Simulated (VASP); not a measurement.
# LuH2 (Fm-3m) in VASP: single point with r2SCAN

Aim: the single point of LuH2 with r2SCAN.

Program: VASP 6.6.1. These are calculated values, not measurements. Logs are shortened: lines on timing, memory, paths and dates and some standing lists are left out, and cuts for length are marked.

**1. Starting point**

Symmetry: Fm-3m, No. 225, cubic system. Conventional cell: a = 5.033 Å, b = 5.033 Å, c = 5.033 Å, α = 90.00°, β = 90.00°, γ = 90.00°. Around Lu (site symmetry m-3m) lie 8 H at 2.18 Å. H (site symmetry -43m) is surrounded by 4 Lu at 2.18 Å.

**2. Single point, r2SCAN**

Input file POSCAR:

```
LuH2
1.0
    0.0000000000      2.5165000000      2.5165000000
    2.5165000000      0.0000000000      2.5165000000
    2.5165000000      2.5165000000      0.0000000000
Lu H
1 2
Direct
    0.0000000000      0.0000000000      0.0000000000
    0.2500000000      0.2500000000      0.2500000000
    0.7500000000      0.7500000000      0.7500000000
```

Input file INCAR.step1:

```
ALGO = Normal ; EDIFF = 1E-4
ENCUT = 520 ; GGA = PE
ISMEAR = 1 ; LASPH = T
LCHARG = F ; LREAL = F
LWAVE = T ; NBANDS = 20
NELM = 100 ; PREC = Accurate
SIGMA = 0.1
```

Input file INCAR.step2:

```
ALGO = Normal ; EDIFF = 1E-6
ENCUT = 520 ; ISIF = 2
ISMEAR = 1 ; ISTART = 1
LASPH = T ; LCHARG = F
LMIXTAU = T ; LREAL = F
LWAVE = F ; METAGGA = R2SCAN
NBANDS = 20 ; NELM = 100
PREC = Accurate ; SIGMA = 0.1
```

Input file KPOINTS:

```
k-points
0
Gamma
  7 7 7
```

Potentials or basis: VASP PAW PBE potentials, release 64 (Lu, H).

Launch:

```bash
$ cat potpaw_PBE.64/Lu/POTCAR potpaw_PBE.64/H/POTCAR > POTCAR
$ cp INCAR.step1 INCAR
$ mpirun -np 1 vasp_std > vasp.out
$ cp INCAR.step2 INCAR
$ mpirun -np 1 vasp_std > vasp.out
```

OUTCAR:

```text
EDIFF = 1E-6
   ENCUT = 520
   ISIF = 2
   ISMEAR = 1
   ISTART = 1
   LASPH = T
   LREAL = F
   METAGGA = R2SCAN
   NELM = 100
   PREC = Accurate

 ion  position               nearest neighbor table
   1  0.000  0.000  0.000-   3 2.18   3 2.18   3 2.18   2 2.18   2 2.18   2 2.18   3 2.18   2 2.18

   2  0.250  0.250  0.250-   1 2.18   1 2.18   1 2.18   1 2.18
   3  0.750  0.750  0.750-   1 2.18   1 2.18   1 2.18   1 2.18

  LATTYP: Found a face centered cubic cell.
 ALAT       =     5.0330000000

  Lattice vectors:

 A1 = (   0.0000000000,   2.5165000000,   2.5165000000)
 A2 = (   2.5165000000,   0.0000000000,   2.5165000000)
 A3 = (   2.5165000000,   2.5165000000,   0.0000000000)

Analysis of symmetry for initial positions (statically):
=====================================================================
 Subroutine PRICEL returns:
 Original cell was already a primitive cell.

 Routine SETGRP: Setting up the symmetry group for a
 face centered cubic supercell.

 Subroutine GETGRP returns: Found 48 space group operations
 (whereof 48 operations were pure point group operations)
 out of a pool of 48 trial point group operations.

The static configuration has the point symmetry O_h .

Analysis of symmetry for dynamics (positions and initial velocities):
=====================================================================
 Subroutine PRICEL returns:
 Original cell was already a primitive cell.

 Routine SETGRP: Setting up the symmetry group for a
 face centered cubic supercell.

 Subroutine GETGRP returns: Found 48 space group operations
 (whereof 48 operations were pure point group operations)
 out of a pool of 48 trial point group operations.

The dynamic configuration has the point symmetry O_h .

 Subroutine INISYM returns: Found 48 space group operations
 (whereof 48 operations are pure point group operations),
 and found     1 'primitive' translations

----------------------------------------------------------------------------------------

                                     Primitive cell

  volume of cell :      31.8728

  direct lattice vectors                    reciprocal lattice vectors
     0.000000000  2.516500000  2.516500000    -0.198688655  0.198688655  0.198688655
     2.516500000  0.000000000  2.516500000     0.198688655 -0.198688655  0.198688655
     2.516500000  2.516500000  0.000000000     0.198688655  0.198688655 -0.198688655

  length of vectors
     3.558868430  3.558868430  3.558868430     0.344138845  0.344138845  0.344138845

  position of ions in fractional coordinates (direct lattice)
     0.000000000  0.000000000  0.000000000
     0.250000000  0.250000000  0.250000000
     0.750000000  0.750000000  0.750000000

  ion indices of the primitive-cell ions
   primitive index   ion index
                 1           1
                 2           2
                 3           3

----------------------------------------------------------------------------------------

 KPOINTS: k-points

Automatic generation of k-mesh.
 Grid dimensions read from file:
 generate k-points for:    7    7    7

 Generating k-lattice:

  Cartesian coordinates                     Fractional coordinates (reciprocal lattice)
    -0.028384094  0.028384094  0.028384094     0.142857143  0.000000000  0.000000000
     0.028384094 -0.028384094  0.028384094     0.000000000  0.142857143  0.000000000
     0.028384094  0.028384094 -0.028384094     0.000000000  0.000000000  0.142857143

  Length of vectors
     0.049162692  0.049162692  0.049162692

  Shift w.r.t. Gamma in fractional coordinates (k-lattice)
     0.000000000  0.000000000  0.000000000

 Subroutine IBZKPT returns following result:
 ===========================================

 Found     20 irreducible k-points:

 Following reciprocal coordinates:
            Coordinates               Weight
  0.000000  0.000000  0.000000      1.000000
  0.142857  0.000000  0.000000      8.000000
  0.285714  0.000000  0.000000      8.000000
  0.428571  0.000000  0.000000      8.000000
  0.142857  0.142857  0.000000      6.000000
  0.285714  0.142857  0.000000     24.000000
[... 12 lines left out ...]
 -0.428571  0.428571  0.142857     24.000000
 -0.285714  0.428571  0.142857     24.000000
   k-points           NKPTS =     20   k-points in BZ     NKDIM =     20   number of bands    NBANDS=     20
   number of dos      NEDOS =    301   number of ions     NIONS =      3
   total plane-waves  NPLWV =  21952
   dimension x,y,z NGX =    28 NGY =   28 NGZ =   28
   dimension x,y,z NGXF=    56 NGYF=   56 NGZF=   56
   ions per type =               1   2
   NGX,Y,Z   is equivalent  to a cutoff of  13.08, 13.08, 13.08 a.u.
   NGXF,Y,Z  is equivalent  to a cutoff of  26.16, 26.16, 26.16 a.u.
 SYSTEM =  unknown system
   PREC   = accura    normal or accurate (medium, high low for compatibility)
   ISTART =      1    job   : 0-new  1-cont  2-samecut
   ICHARG =      0    charge: 1-file 2-atom 10-const
   ISPIN  =      1    spin polarized calculation?
   LNONCOLLINEAR =      F non collinear calculations
   LSORBIT =      F    spin-orbit coupling
   LASPH  =      T    aspherical Exc in radial PAW
   ENCUT  =  520.0 eV  38.22 Ry    6.18 a.u.   6.62  6.62  6.62*2*pi/ulx,y,z
   NELM   =    100;   NELMIN=  2; NELMDL=  0     # of ELM steps
   EDIFF  = 0.1E-05   stopping-criterion for ELM
   LREAL  =      F    real-space projection
   EDIFFG = 0.1E-04   stopping-criterion for IOM
   NSW    =      0    number of steps for IOM
   IBRION =     -1    ionic relax: 0-MD 1-quasi-New 2-CG
   NFREE  =      0    steps in history (QN), initial steepest desc. (CG)
   ISIF   =      2    stress and relaxation
   ISYM   =      2    0-nonsym 1-usesym 2-fastsym
   POTIM  = 0.5000    time-step for ionic-motion
   TEBEG  =    0.0;   TEEND  =   0.0 temperature during run
   PSTRESS=    0.0 pullay stress
   NELECT =      27.0000    total number of electrons
   NUPDOWN=      -1.0000    fix difference up-down
   EMIN   =  10.00;   EMAX   =-10.00  energy-range for DOS
   EFERMI =   0.00;   METHOD = LEGACY
   ISMEAR =     1;   SIGMA  =   0.10  broadening in eV -4-tet -1-fermi 0-gaus
   EFERMI_NEDOS =   21; number of points for ismear=-14 and -15
   IALGO  =     38    algorithm
   IMIX   =      4    mixing-type and parameters
     AMIX     =   0.40;   BMIX     =  1.00
     AMIX_MAG =   1.60;   BMIX_MAG =  1.00
  volume/ion in A,a.u.               =      10.62        71.70
  Fermi-wavevector in a.u.,A,eV,Ry     =   1.549016  2.927215 32.646494  2.399450
  Thomas-Fermi vector in A             =   2.653883
   LORBIT       =      0    0 simple, 1 ext, 2 COOP (PROOUT), +10 PAW based schemes
   METAGGA = R2SCAN    functional components
   LHFCALC =     F    Hartree Fock is set to
   AEXX    =    0.0000 exact exchange contribution
   IVDW    =     0    specifies the selected vdW correction
   LEPSILON=     F    determine dielectric tensor
   LRPA    =     F    only Hartree local field effects (RPA)
 non-spin polarized calculation
 Methfessel and Paxton  Order N= 1 SIGMA  =   0.10
  energy-cutoff  :      520.00
  volume of cell :       31.87
 maximum number of plane-waves:       881
   NGX = 13   NGY = 13   NGZ = 13

 number of electron      27.0000002 magnetization

 Free energy of the ion-electron system (eV)
  ---------------------------------------------------
  ext. energy  EPLUGINS =         0.00000000
  ---------------------------------------------------
  free energy    TOTEN  =       -47.27023731 eV

  energy without entropy =      -47.27105166  energy(sigma->0) =      -47.27050876

 E-fermi :   2.5193     XC(G=0): -11.8602

 val. band max:        2.5002252589   @ k =  -0.2857   0.2857   0.0000
 cond. band min:       3.1602083488   @ k =   0.4286   0.2857   0.1429
 fundamental gap:      0.6599830898
 Fermi energy:         2.5192510400

 k-point     1 :       0.0000    0.0000    0.0000
  band No.  band energies     occupation
      1     -55.2767      2.00000
      2     -25.1306      2.00000
      3     -25.1306      2.00000
      4     -25.1306      2.00000
      5      -7.0694      2.00000
      6      -2.8601      2.00000
[... 12 lines left out ...]
     19      13.0085      0.00000
     20      15.6697      0.00000

 k-point     2 :       0.1429    0.0000    0.0000
  band No.  band energies     occupation
      1     -55.2725      2.00000
      2     -25.2166      2.00000
      3     -25.1410      2.00000
      4     -25.1410      2.00000
      5      -6.5990      2.00000
      6      -2.8646      2.00000
[... 12 lines left out ...]
     19      11.5125      0.00000
     20      16.5660      0.00000

 k-point     3 :       0.2857    0.0000    0.0000
  band No.  band energies     occupation
      1     -55.2629      2.00000
      2     -25.4033      2.00000
      3     -25.1641      2.00000
      4     -25.1641      2.00000
      5      -5.4458      2.00000
      6      -2.8746      2.00000
[... 12 lines left out ...]
     19      11.3925      0.00000
     20      13.0375      0.00000

 k-point     4 :       0.4286    0.0000    0.0000
  band No.  band energies     occupation
      1     -55.2552      2.00000
      2     -25.5474      2.00000
      3     -25.1825      2.00000
      4     -25.1825      2.00000
      5      -4.4475      2.00000
      6      -2.8739      2.00000
[... 12 lines left out ...]
     19      10.1187      0.00000
     20      13.8381      0.00000

 k-point     5 :       0.1429    0.1429    0.0000
  band No.  band energies     occupation
      1     -55.2710      2.00000
      2     -25.2176      2.00000
      3     -25.1580      2.00000
      4     -25.1579      2.00000
      5      -6.4337      2.00000
      6      -2.8668      2.00000
[... 12 lines left out ...]
     19      11.9748      0.00000
     20      16.0895      0.00000
[... 261 lines left out ...]
      6      -2.8902      2.00000
[... 12 lines left out ...]
     19      10.9510      0.00000
     20      12.4728      0.00000

 k-point    18 :      -0.4286    0.2857    0.1429
  band No.  band energies     occupation
      1     -55.2504      2.00000
      2     -25.4840      2.00000
      3     -25.3214      2.00000
      4     -25.2236      2.00000
      5      -3.5123      2.00000
      6      -2.8827      2.00000
[... 12 lines left out ...]
     19      11.8295      0.00000
     20      12.1578      0.00000

 k-point    19 :      -0.4286    0.4286    0.1429
  band No.  band energies     occupation
      1     -55.2479      2.00000
      2     -25.4992      2.00000
      3     -25.3210      2.00000
      4     -25.2657      2.00000
      5      -2.9936      2.00000
      6      -2.9307      2.00000
[... 12 lines left out ...]
     19      10.7271      0.00000
     20      13.2329      0.00000

 k-point    20 :      -0.2857    0.4286    0.1429
  band No.  band energies     occupation
      1     -55.2472      2.00000
      2     -25.4392      2.00000
      3     -25.4042      2.00000
      4     -25.2596      2.00000
      5      -2.9823      2.00000
      6      -2.8688      2.00000
[... 12 lines left out ...]
     19      10.7391      0.00000
     20      13.6589      0.00000

------------------------ aborting loop because EDIFF is reached ----------------------------------------

  FORCE on cell =-STRESS in cart. coord.  units (eV):
  Direction    XX          YY          ZZ          XY          YZ          ZX
  --------------------------------------------------------------------------------------
  -------------------------------------------------------------------------------------
  Total       -0.3724751     -0.3724751     -0.3724751     -0.0000000      0.0000000     -0.0000000
  in kB      -18.7234979    -18.7234979    -18.7234979     -0.0000000      0.0000000     -0.0000000
  external PRESSURE =     -18.7234979 kB  Pullay stress =       0.0000000 kB

 VOLUME and BASIS-vectors are now :
 -----------------------------------------------------------------------------
  energy-cutoff  :      520.00
  volume of cell :       31.87
      direct lattice vectors                 reciprocal lattice vectors
     0.000000000  2.516500000  2.516500000    -0.198688655  0.198688655  0.198688655
     2.516500000  0.000000000  2.516500000     0.198688655 -0.198688655  0.198688655
     2.516500000  2.516500000  0.000000000     0.198688655  0.198688655 -0.198688655

 POSITION                                       TOTAL-FORCE (eV/Angst)
 -----------------------------------------------------------------------------------
      0.00000      0.00000      0.00000        -0.000000     -0.000000     -0.000000
      1.25825      1.25825      1.25825         0.000000      0.000000      0.000000
      3.77475      3.77475      3.77475         0.000000     -0.000000     -0.000000
 -----------------------------------------------------------------------------------
    total drift:                               -0.000000     -0.000000     -0.000000

  FREE ENERGIE OF THE ION-ELECTRON SYSTEM (eV)
  ---------------------------------------------------
  free  energy   TOTEN  =       -47.2702373056 eV

  energy  without entropy=      -47.2710516577  energy(sigma->0) =      -47.27050876
```

Wall time 64 s (1 thread of Intel Xeon Platinum 8259CL at 2.50GHz (Skylake/Cascade Lake), shared host); peak memory 0.17 GiB.

Results:

* Free energy: -47.2702 eV
* Pressure: -1.9 GPa
* Band gap on the k mesh: none (metal or under the smearing width)

Caveat: the PAW data sets were made with another functional, which shifts forces and pressure a little. Spin-orbit coupling is left out, which matters for the levels of Lu.
